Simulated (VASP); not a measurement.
# Bi2Te3 (Tellurobismuthite): Cu into a neighbouring Te vacancy

How hard is this move in Bi2Te3 (Tellurobismuthite): Cu into a neighbouring Te vacancy? Both ends are relaxed first, then a band of images between them. The start is a cell from a database of measured crystal structures.

Main program and level: VASP 6.6.1; PBE; plane waves and PAW (Bi, Te), in the first sound run; inputs show where later runs differ.

## Step 1: The host crystal

Symmetry: R-3m, No. 166, trigonal system. Conventional cell: a = 4.386 Å, b = 4.386 Å, c = 30.497 Å, α = 90.00°, β = 90.00°, γ = 120.00°. Nearest to Bi lie 6 Te at 3.07 to 3.25 Å. Nearest to Te lie 3 Bi at 3.07 Å. Nearest to Te lie 6 Bi at 3.25 Å. Farther neighbours and most contacts between anions are not listed.

Coordinates:

```xyz
5
Lattice="2.1930 1.2661 10.1657 -2.1930 1.2661 10.1657 0.0000 -2.5323 10.1657" Properties=species:S:1:pos:R:3 pbc="T T T"
Bi    0.0000    0.0000   18.2982
Bi    0.0000    0.0000   12.1988
Te    0.0000    0.0000   24.1079
Te    0.0000    0.0000    6.3891
Te    0.0000    0.0000    0.0000
```

## Step 2: Relax the host

First cell and atoms are relaxed at a raised cutoff, so that later runs start from this functional's own cell.

Contents of INCAR:

```
SYSTEM = Bi2Te3
PREC = Accurate
ENCUT = 350
EDIFF = 1E-06
NELM = 120
ISMEAR = 0
SIGMA = 0.1
LREAL = .FALSE.
ALGO = Normal
GGA = PE
NBANDS = 20
LORBIT = 11
LWAVE = .FALSE.
LCHARG = .FALSE.
KPAR = 3
LASPH = .TRUE.
IBRION = 2
NSW = 40
ISIF = 3
EDIFFG = -0.02
POTIM = 0.4
```

Contents of POSCAR:

```
Bi2Te3
1.0
    2.1930000000      1.2661291403     10.1656666667
   -2.1930000000      1.2661291403     10.1656666667
    0.0000000000     -2.5322582807     10.1656666667
Bi Te
2 3
Direct
    0.6000000000      0.6000000000      0.6000000000
    0.4000000000      0.4000000000      0.4000000000
    0.7905000000      0.7905000000      0.7905000000
    0.2095000000      0.2095000000      0.2095000000
    0.0000000000      0.0000000000      0.0000000000
```

Contents of KPOINTS:

```
Automatic mesh
0
Gamma
5 5 5
0 0 0
```

Potentials, in the order of the species: Bi and Te (PBE family, release 64).

The run is started by

```
$ mpirun -np 3 vasp_std
```

What it wrote:

```text
[banner, memory and clock lines left out]
running    3 mpi-ranks, on    1 nodes
 distrk:  each k-point on    1 cores,    3 groups
 distr:  one band on    1 cores,    1 groups

 POSCAR found type information on POSCAR BiTe
 POSCAR found :  2 types and       5 ions
 LDA part: xc-table for (Slater+PW92), standard interpolation
 POSCAR, INCAR and KPOINTS ok, starting setup
 FFT: planning ... GRIDC
 FFT: planning ... GRID_SOFT
 FFT: planning ... GRID
 WAVECAR not read
 entering main loop
       N       E                     dE             d eps       ncg     rms          rms(c)
DAV:   1     0.986962684966E+02    0.98696E+02   -0.78913E+03   760   0.796E+02
DAV:   2    -0.107857743699E+02   -0.10948E+03   -0.10636E+03  1032   0.141E+02
DAV:   3    -0.183703245992E+02   -0.75846E+01   -0.75071E+01   920   0.407E+01
DAV:   4    -0.185864362202E+02   -0.21611E+00   -0.21575E+00  1068   0.754E+00
DAV:   5    -0.185884947261E+02   -0.20585E-02   -0.20583E-02   924   0.762E-01    0.850E+00
DAV:   6    -0.183124962561E+02    0.27600E+00   -0.67019E-01   828   0.363E+00    0.592E+00
DAV:   7    -0.183182387763E+02   -0.57425E-02   -0.25315E-01   852   0.255E+00    0.136E+00
DAV:   8    -0.183199617488E+02   -0.17230E-02   -0.37291E-02   840   0.103E+00    0.697E-01
DAV:   9    -0.183192583584E+02    0.70339E-03   -0.32897E-03   884   0.340E-01    0.413E-01
DAV:  10    -0.183194918962E+02   -0.23354E-03   -0.17474E-03   860   0.186E-01    0.101E-01
DAV:  11    -0.183194988805E+02   -0.69843E-05   -0.12472E-04   980   0.563E-02    0.611E-02
DAV:  12    -0.183195038445E+02   -0.49640E-05   -0.16438E-05   944   0.217E-02    0.225E-02
DAV:  13    -0.183195059111E+02   -0.20666E-05   -0.35284E-06   824   0.103E-02    0.530E-03
DAV:  14    -0.183195062920E+02   -0.38086E-06   -0.43299E-07   424   0.366E-03
   1 F= -.18319506E+02 E0= -.18319444E+02  d E =-.183195E+02
 curvature:   0.00 expect dE= 0.000E+00 dE for cont linesearch  0.000E+00
 trial: gam= 0.00000 g(F)=  0.468E-04 g(S)=  0.914E-01 ort = 0.000E+00 (trialstep = 0.100E+01)
 search vector abs. value=  0.915E-01
 bond charge predicted
       N       E                     dE             d eps       ncg     rms          rms(c)
DAV:   1    -0.184717038143E+02   -0.15220E+00   -0.27676E+00   788   0.659E+00    0.197E+00
DAV:   2    -0.183876611374E+02    0.84043E-01   -0.20047E-01   824   0.208E+00    0.982E-01
DAV:   3    -0.183641844832E+02    0.23477E-01   -0.35360E-02   804   0.855E-01    0.370E-01
DAV:   4    -0.183544374319E+02    0.97471E-02   -0.12727E-02   812   0.455E-01    0.415E-01
DAV:   5    -0.183534795736E+02    0.95786E-03   -0.21388E-03  1028   0.187E-01    0.319E-01
DAV:   6    -0.183533209259E+02    0.15865E-03   -0.41831E-04   884   0.856E-02    0.158E-01
DAV:   7    -0.183533100668E+02    0.10859E-04   -0.15089E-04  1016   0.489E-02    0.544E-02
DAV:   8    -0.183533122437E+02   -0.21769E-05   -0.81891E-06   892   0.141E-02    0.258E-02
DAV:   9    -0.183533129033E+02   -0.65961E-06   -0.13169E-06   452   0.545E-03
   2 F= -.18353313E+02 E0= -.18353267E+02  d E =-.338066E-01
[... from here on, the cycles between the ionic steps are left out ...]
   3 F= -.18355357E+02 E0= -.18355309E+02  d E =-.358507E-01
   4 F= -.18359647E+02 E0= -.18359592E+02  d E =-.428996E-02
   5 F= -.18364054E+02 E0= -.18363979E+02  d E =-.869747E-02
   6 F= -.18366263E+02 E0= -.18366195E+02  d E =-.220853E-02
   7 F= -.18371670E+02 E0= -.18371622E+02  d E =-.761585E-02
   8 F= -.18377622E+02 E0= -.18377601E+02  d E =-.135675E-01
   9 F= -.18379691E+02 E0= -.18379675E+02  d E =-.206896E-02
  10 F= -.18380118E+02 E0= -.18380105E+02  d E =-.249587E-02
  11 F= -.18381074E+02 E0= -.18381065E+02  d E =-.956443E-03
  12 F= -.18382371E+02 E0= -.18382367E+02  d E =-.225347E-02
  13 F= -.18382346E+02 E0= -.18382346E+02  d E =-.222834E-02
  14 F= -.18382791E+02 E0= -.18382790E+02  d E =-.267326E-02
  15 F= -.18383092E+02 E0= -.18383091E+02  d E =-.300622E-03
  16 F= -.18383365E+02 E0= -.18383364E+02  d E =-.574226E-03
  17 F= -.18383689E+02 E0= -.18383688E+02  d E =-.324034E-03
  18 F= -.18383855E+02 E0= -.18383854E+02  d E =-.489860E-03
 curvature:  -2.50 expect dE=-0.156E-03 dE for cont linesearch -0.120E-07
 trial: gam= 0.25159 g(F)=  0.465E-04 g(S)=  0.159E-04 ort = 0.136E-05 (trialstep = 0.192E+01)
 search vector abs. value=  0.873E-04
 bond charge predicted
       N       E                     dE             d eps       ncg     rms          rms(c)
DAV:   1    -0.183839459990E+02   -0.91220E-04   -0.39871E-03   776   0.299E-01    0.321E-02
DAV:   2    -0.183839523651E+02   -0.63662E-05   -0.29623E-04   876   0.796E-02    0.249E-02
DAV:   3    -0.183839488191E+02    0.35460E-05   -0.12887E-05   872   0.179E-02    0.185E-02
DAV:   4    -0.183839467635E+02    0.20557E-05   -0.21757E-06   460   0.666E-03    0.958E-03
DAV:   5    -0.183839463916E+02    0.37185E-06   -0.52495E-06   804   0.909E-03
  19 F= -.18383946E+02 E0= -.18383945E+02  d E =-.912097E-04
 trial-energy change:   -0.000091  1 .order   -0.000088   -0.000120   -0.000057
 step:   3.6287(harm=  3.6287)  dis= 0.00364  next Energy=   -18.383969 (dE=-0.114E-03)
 reached required accuracy - stopping structural energy minimisation
```

Elapsed: 7.2 min, on 3 MPI ranks of Intel Xeon 6975P-C (Granite Rapids), shared host; peak memory 1.9 GiB; 20 min of CPU time.

Lines that name or quote the potential files are left out of all logs, and their timing lines are given in words.

OUTCAR, selected parts (step 2):

```text
ion  position               nearest neighbor table
   1  0.600  0.600  0.600-   4 3.07   4 3.07   4 3.07   5 3.25   5 3.25   5 3.25
   2  0.400  0.400  0.400-   3 3.07   3 3.07   3 3.07   5 3.25   5 3.25   5 3.25
   3  0.791  0.791  0.791-   2 3.07   2 3.07   2 3.07   4 3.64   4 3.64   4 3.64
   4  0.209  0.209  0.209-   1 3.07   1 3.07   1 3.07   3 3.64   3 3.64   3 3.64
   5  0.000  0.000  0.000-   1 3.25   2 3.25   1 3.25   1 3.25   2 3.25   2 3.25

  LATTYP: Found a trigonal (rhomboedric) cell.
 ALAT       =    10.4763118882
 COS(alpha) =     0.9123624111

 Subroutine GETGRP returns: Found 12 space group operations
 (whereof 12 operations were pure point group operations)

The static configuration has the point symmetry D_3d.

 Found     19 irreducible k-points:

   k-points           NKPTS =     19   k-points in BZ     NKDIM =     19   number of bands    NBANDS=     20

   dimension x,y,z NGX =    64 NGY =   64 NGZ =   64
   dimension x,y,z NGXF=   128 NGYF=  128 NGZF=  128

   ENCUT  =  350.0 eV  25.72 Ry    5.07 a.u.  15.98 15.98 15.98*2*pi/ulx,y,z

   NELECT =      28.0000    total number of electrons

 k-points in reciprocal lattice and weights: Automatic mesh
   0.00000000  0.00000000  0.00000000       0.008
   0.20000000  0.00000000  0.00000000       0.048
   0.40000000  0.00000000  0.00000000       0.048
   0.20000000  0.20000000  0.00000000       0.048
   0.40000000  0.20000000 -0.00000000       0.096
  -0.40000000  0.20000000  0.00000000       0.096
  -0.20000000  0.20000000  0.00000000       0.048
   0.40000000  0.40000000  0.00000000       0.048
  -0.40000000  0.40000000  0.00000000       0.048
[...]
0.40000000  0.40000000  0.40000000       0.016
  -0.40000000  0.40000000  0.40000000       0.048

 average (electrostatic) potential at core
       1 -62.6221       2 -62.6221       3 -89.3005       4 -89.3005       5 -89.1314

 E-fermi :   4.9946

 k-point     1 :       0.0000    0.0000    0.0000
  band No.  band energies     occupation
    ...
     10       3.4251      2.00000
     11       3.4251      2.00000
     12       4.1176      2.00000
     13       4.1176      2.00000
     14       4.7560      1.99926
     15       5.2331      0.00074
     16       5.7881      0.00000
     17       5.7881      0.00000
     18       6.7875      0.00000
     19       6.9907      0.00000
    ...

 k-point     2 :       0.2000    0.0000    0.0000
  band No.  band energies     occupation
    ...
     10       3.0914      2.00000
     11       3.5178      2.00000
     12       3.9481      2.00000
     13       4.0582      2.00000
     14       4.4018      2.00000
     15       5.9961      0.00000
     16       6.3279      0.00000
     17       6.4757      0.00000
     18       7.1473      0.00000
     19       7.2403      0.00000
    ...

 k-point     3 :       0.4000    0.0000    0.0000
  band No.  band energies     occupation
    ...
     10       2.3359      2.00000
     11       2.4239      2.00000
     12       3.3095      2.00000
     13       4.0432      2.00000
     14       4.2543      2.00000
     15       5.7069      0.00000
     16       6.3578      0.00000
     17       7.1129      0.00000
     18       7.7100      0.00000
     19       8.2464      0.00000
    ...

  Total        0.0049387      0.0049387      0.0521154      0.0000000     -0.0000000     -0.0000000
  in kB        0.0436042      0.0436042      0.4601335      0.0000000     -0.0000000     -0.0000000
  external PRESSURE =       0.1824473 kB  Pullay stress =       0.0000000 kB

  energy-cutoff  :      350.00
  volume of cell :      181.47
      direct lattice vectors                 reciprocal lattice vectors
     2.222207737  1.282992235 10.607986857     0.225001467  0.129904657  0.031422864
    -2.222207737  1.282992235 10.607986857    -0.225001467  0.129904657  0.031422864
     0.000000000 -2.565984470 10.607986857     0.000000000 -0.259809315  0.031422864

 POSITION                                       TOTAL-FORCE (eV/Angst)
 -----------------------------------------------------------------------------------
      0.00000     -0.00000     19.16811         0.000000     -0.000000      0.017285
      0.00000     -0.00000     12.65585        -0.000000      0.000000     -0.017285
      0.00000     -0.00000     24.99023        -0.000000      0.000000     -0.001374
      0.00000     -0.00000      6.83373         0.000000     -0.000000      0.001374
     -0.00000     -0.00000      0.00000         0.000000     -0.000000      0.000000
 -----------------------------------------------------------------------------------
    total drift:                               -0.000000     -0.000000     -0.000000

  FREE ENERGIE OF THE ION-ELECTRON SYSTEM (eV)
  ---------------------------------------------------
  free  energy   TOTEN  =       -18.3839463916 eV

  energy  without entropy=      -18.3839433374  energy(sigma->0) =      -18.38394486

 reached required accuracy - stopping structural energy minimisation

 total charge
# of ion       s       p       d       tot
------------------------------------------
    1        1.804   1.580   0.120   3.505
    2        1.804   1.580   0.120   3.505
    3        1.401   1.916   0.019   3.336
    4        1.401   1.916   0.019   3.336
    5        1.382   1.972   0.020   3.374
--------------------------------------------------
tot          7.793   8.963   0.299  17.056

[... 3 further parts left out ...]
```

The gap is read on the k-mesh alone, so it is an upper bound where the band edges lie off the mesh. The data set Bi keeps the semicore shell frozen, which is cheaper and a little less accurate. The run keeps the 12 symmetry operations of its start, so it cannot find a distortion of lower symmetry.

Relaxation path:

| step | energy less that of the first step (eV) | largest force (eV/Å) | pressure (GPa) | volume (Å³) |
| --- | --- | --- | --- | --- |
| 1 | 0.0000 | 0.0208 | 1.88 | 169.36 |
| 2 | -0.0338 | 0.2879 | -0.42 | 177.26 |
| 3 | -0.0359 | 0.2378 | -0.01 | 175.68 |
| 4 | -0.0401 | 0.1850 | 0.00 | 176.07 |
| 5 | -0.0445 | 0.1225 | 0.02 | 177.04 |
| 6 | -0.0468 | 0.1076 | -0.01 | 177.37 |
| 7 | -0.0522 | 0.0626 | -0.11 | 178.34 |
| 8 | -0.0581 | 0.0721 | -0.26 | 180.28 |
| 9 | -0.0602 | 0.0300 | -0.02 | 179.62 |
| 10 | -0.0606 | 0.0017 | 0.15 | 179.19 |
| 11 | -0.0616 | 0.0026 | 0.16 | 179.39 |
| 12 | -0.0629 | 0.0057 | 0.17 | 179.80 |
| 13 | -0.0628 | 0.0137 | 0.21 | 180.60 |
| 14 | -0.0633 | 0.0096 | 0.19 | 180.20 |
| 15 | -0.0636 | 0.0622 | -0.17 | 181.87 |
| 16 | -0.0639 | 0.0403 | -0.02 | 181.18 |
| 17 | -0.0642 | 0.0256 | -0.02 | 181.35 |
| 18 | -0.0643 | 0.0241 | -0.02 | 181.58 |
| 19 | -0.0644 | 0.0173 | 0.02 | 181.47 |

| conventional cell, symmetrised | before | after | change |
| --- | --- | --- | --- |
| a (Å) | 4.386 | 4.444 | +1.3 % |
| b (Å) | 4.386 | 4.444 | +1.3 % |
| c (Å) | 30.497 | 31.824 | +4.4 % |
| volume (Å³/atom) | 33.87 | 36.29 | +7.1 % |

The atoms that moved most (Å, as changes of fractional coordinates times the final cell):

| atom | dx | dy | dz | length |
| --- | --- | --- | --- | --- |
| Te4 | 0.000 | 0.000 | 0.167 | 0.167 |
| Te3 | 0.000 | 0.000 | -0.167 | 0.167 |
| Bi2 | 0.000 | 0.000 | -0.074 | 0.074 |
| Bi1 | 0.000 | 0.000 | 0.074 | 0.074 |

The relaxed structure:

```xyz
5
Lattice="2.2222 1.2830 10.6080 -2.2222 1.2830 10.6080 0.0000 -2.5660 10.6080" Properties=species:S:1:pos:R:3 pbc="T T T"
Bi    0.0000    0.0000   19.1681
Bi    0.0000    0.0000   12.6558
Te    0.0000    0.0000   24.9902
Te    0.0000    0.0000    6.8337
Te    0.0000    0.0000    0.0000
```

This step gave:

```yaml
electronic_cycles: 138
electrons: 28
free_energy_toten: -18.38 eV
fermi_energy: 4.995 eV
labelled_metallic_from_the_levels_on_this_mesh: no
gap_on_the_k_mesh: 0.4771 eV
least_direct_gap_on_the_k_mesh: 0.4771 eV
```

The run ended after 19 ionic steps, 0.064 eV below its first step, once forces and stress met EDIFFG = -0.02.

An edge changed by 4 % against the database cell. Without a dispersion term, weakly bound directions of a crystal swell by this much or more.

(Continued in part 2 of 4.)

[Lines on the potential files, build, host, timing and source positions are cut from VASP's logs without a mark.]

[Logs are printed without paths, hosts, clocks, repeated set-up lines and the standing remarks that a program may print on its own settings, such as how far it seeks lower states.]

[Hosts, paths, dates, database ids (printed as entryN), source tags and the programs' standing remarks are cut or masked in the printed files.]

[Runs that stopped without an error message from VASP are left out.]
